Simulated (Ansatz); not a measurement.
Skutterudite CoSb3, treated with PBEsol+SOC (Ansatz, a program for electronic structure, plane waves, PAW).

Settings: plane-wave cutoff 520 eV, 6×6×6 k mesh, Fermi–Dirac smearing 0.01 eV, PAW data made under PBE.

Cell (measured lattice):

CoSb₃ has the cubic space group Im-3 (No. 204), Pearson symbol cI32. Cell: a = b = c = 9.0371 Å, α = β = γ = 90.00°. Co on 8c is surrounded by 6 Sb at 2.517 Å (octahedral). Sb on 24g sees 2 Co at 2.517 Å and 2 Sb at 2.888–3.014 Å. (Neighbours: up to the widest gap in distance over summed covalent radii, below 1.35, at either atom; cation-cation and far metal-metal contacts left out.)
(The calculation used a cell of 16 atoms; values per cell refer to that cell.)

Task: Estimate the band gap that the calculation returns.

Result: 
* **band gap**: 0.19 eV (direct)

Measured, for comparison: band gap 0.63 eV (temperature not stated, no zero-point or thermal correction; as tabulated in Kim et al. (2020), doi:10.1038/s41597-020-00723-8). Computed (rounded) less measured: band gap -0.44 eV.

Note: cell and atoms aren't relaxed at this level (pressure -1.6 GPa).

Static lattice: no zero-point or thermal effects.
